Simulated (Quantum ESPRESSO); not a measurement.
TiC:

```xyz
2
Lattice="0.0000 2.1657 2.1657 2.1657 0.0000 2.1657 2.1657 2.1657 0.0000" Properties=species:S:1:pos:R:3 pbc="T T T"
Ti    0.0000    0.0000    0.0000
C     2.1657    2.1657    2.1657
```

The cell is a database's computed one.

Below is the output of Quantum ESPRESSO 7.5 for this cell. Logs are shortened: lines on timing, memory, paths and dates and some standing lists are left out, and cuts for length are marked.

```text
This program is part of the open-source Quantum ESPRESSO suite
     for quantum simulation of materials; please cite
[... 9 lines left out ...]
     --------------------
     sticks:   dense  smooth     PW     G-vecs:    dense   smooth      PW
     Sum         769     769    241                14211    14211    2421

     Using Slab Decomposition

     bravais-lattice index     =            0
     lattice parameter (alat)  =       5.7878  a.u.
     unit-cell volume          =     137.0985 (a.u.)^3
     number of atoms/cell      =            2
     number of atomic types    =            2
     number of electrons       =        16.00
     number of Kohn-Sham states=           14
     kinetic-energy cutoff     =      84.0000  Ry
     charge density cutoff     =     336.0000  Ry
     scf convergence threshold =      4.0E-10
     mixing beta               =       0.5000
     number of iterations used =            8  plain     mixing
     energy convergence thresh.=      1.0E-05
     force convergence thresh. =      4.0E-04
     press convergence thresh. =      3.0E-01
     Exchange-correlation= PBE
                           (   1   4   3   4   0   0   0)
     nstep                     =           40

     celldm(1)=   5.787832  celldm(2)=   0.000000  celldm(3)=   0.000000
     celldm(4)=   0.000000  celldm(5)=   0.000000  celldm(6)=   0.000000

     crystal axes: (cart. coord. in units of alat)
               a(1) = (   0.000000   0.707107   0.707107 )
               a(2) = (   0.707107   0.000000   0.707107 )
               a(3) = (   0.707107   0.707107   0.000000 )

     reciprocal axes: (cart. coord. in units 2 pi/alat)
               b(1) = ( -0.707107  0.707107  0.707107 )
               b(2) = (  0.707107 -0.707107  0.707107 )
               b(3) = (  0.707107  0.707107 -0.707107 )

     PseudoPot. # 1 for Ti read from file:
     Ti.upf
     Pseudo is Norm-conserving + core correction, Zval = 12.0
     Generated using ONCVPSP code by D. R. Hamann
     Using radial grid of 1586 points,  6 beta functions with:
                l(1) =   0
                l(2) =   0
                l(3) =   1
                l(4) =   1
                l(5) =   2
                l(6) =   2

     PseudoPot. # 2 for C  read from file:
     C.upf
     Pseudo is Norm-conserving + core correction, Zval =  4.0
     Generated using ONCVPSP code by D. R. Hamann
     Using radial grid of 1248 points,  4 beta functions with:
[... 1274 lines left out ...]

     celldm(1)=   5.787832  celldm(2)=   0.000000  celldm(3)=   0.000000
     celldm(4)=   0.000000  celldm(5)=   0.000000  celldm(6)=   0.000000

     crystal axes: (cart. coord. in units of alat)
               a(1) = (   0.000000   0.707414   0.707414 )
               a(2) = (   0.707414   0.000000   0.707414 )
               a(3) = (   0.707414   0.707414   0.000000 )

     reciprocal axes: (cart. coord. in units 2 pi/alat)
               b(1) = ( -0.706800  0.706800  0.706800 )
               b(2) = (  0.706800 -0.706800  0.706800 )
               b(3) = (  0.706800  0.706800 -0.706800 )

     PseudoPot. # 1 for Ti read from file:
     Ti.upf
     Pseudo is Norm-conserving + core correction, Zval = 12.0
     Generated using ONCVPSP code by D. R. Hamann
     Using radial grid of 1586 points,  6 beta functions with:
                l(1) =   0
                l(2) =   0
                l(3) =   1
                l(4) =   1
                l(5) =   2
                l(6) =   2

     PseudoPot. # 2 for C  read from file:
     C.upf
     Pseudo is Norm-conserving + core correction, Zval =  4.0
     Generated using ONCVPSP code by D. R. Hamann
     Using radial grid of 1248 points,  4 beta functions with:
                l(1) =   0
                l(2) =   0
                l(3) =   1
                l(4) =   1

     atomic species   valence    mass     pseudopotential
     Ti               12.00    47.86700     Ti( 1.00)
     C                 4.00    12.01100     C ( 1.00)

     48 Sym. Ops., with inversion, found

   Cartesian axes

     site n.     atom                  positions (alat units)
         1        Ti     tau(   1) = (  -0.0000000   0.0000000   0.0000000  )
         2        C      tau(   2) = (   0.7074139   0.7074139   0.7074139  )

     number of k points=    56  Fermi-Dirac smearing, width (Ry)=  0.0037
                       cart. coord. in units 2pi/alat
        k(    1) = (   0.0000000   0.0000000   0.0000000), wk =   0.0015026
        k(    2) = (   0.0642545   0.0642545  -0.0642545), wk =   0.0120210
        k(    3) = (   0.1285091   0.1285091  -0.1285091), wk =   0.0120210
        k(    4) = (   0.1927636   0.1927636  -0.1927636), wk =   0.0120210
        k(    5) = (   0.2570181   0.2570181  -0.2570181), wk =   0.0120210
        k(    6) = (   0.3212726   0.3212726  -0.3212726), wk =   0.0120210
[... 48 lines left out ...]
        k(   55) = (  -0.0642545  -0.4497817   0.7067998), wk =   0.0360631
        k(   56) = (   0.0000000  -0.3855272   0.6425453), wk =   0.0360631

     Dense  grid:    14211 G-vectors     FFT dimensions: (  36,  36,  36)

     Initial potential from superposition of free atoms

     starting charge      15.9984, renormalised to      16.0000
     Starting wfcs are   14 randomized atomic wfcs

     Self-consistent Calculation

     iteration #  1     ecut=    84.00 Ry     beta= 0.50
     Davidson diagonalization with overlap
     c_bands:  1 eigenvalues not converged
     c_bands:  1 eigenvalues not converged
     c_bands:  1 eigenvalues not converged
     ethr =  1.00E-06,  avg # of iterations = 13.5
[... 391 lines left out ...]
          total   stress  (Ry/bohr**3)                   (kbar)     P=       -0.03
  -0.00000018  -0.00000000   0.00000000           -0.03       -0.00        0.00
  -0.00000000  -0.00000018  -0.00000000           -0.00       -0.03       -0.00
   0.00000000  -0.00000000  -0.00000018            0.00       -0.00       -0.03

=------------------------------------------------------------------------------=
   JOB DONE.
=------------------------------------------------------------------------------=
```

What input gives this log?

Relaxation of cell and atoms with PBE, no spin polarisation. The files as run (others can give the same):

pw.in
```
&CONTROL
  calculation = 'vc-relax'
  prefix = 'pwscf'
  outdir = './tmp'
  pseudo_dir = './pseudo'
  tprnfor = .true.
  tstress = .true.
  disk_io = 'low'
  nstep = 40
  forc_conv_thr = 0.0004
  etot_conv_thr = 1d-05
/
&SYSTEM
  ibrav = 0
  nat = 2
  ntyp = 2
  ecutwfc = 84
  nbnd = 14
  occupations = 'smearing'
  smearing = 'fd'
  degauss = 0.00367493
/
&ELECTRONS
  conv_thr = 4d-10
  electron_maxstep = 120
  mixing_beta = 0.5
/
&IONS
  ion_dynamics = 'bfgs'
/
&CELL
  cell_dynamics = 'bfgs'
  press = 0
  press_conv_thr = 0.3
/
ATOMIC_SPECIES
Ti    47.8670 Ti.upf
C     12.0110 C.upf
CELL_PARAMETERS angstrom
   0.0000000000    2.1657188437    2.1657188437
   2.1657188437    0.0000000000    2.1657188437
   2.1657188437    2.1657188437    0.0000000000
ATOMIC_POSITIONS angstrom
Ti     0.0000000000    0.0000000000    0.0000000000
C      2.1657188437    2.1657188437    2.1657188437
K_POINTS automatic
11 11 11 0 0 0
```

Potentials or basis: PseudoDojo 0.4.1 SR PBE standard.
Launch:
```console
$ OMP_NUM_THREADS=1 pw.x -in pw.in > pw.out
```
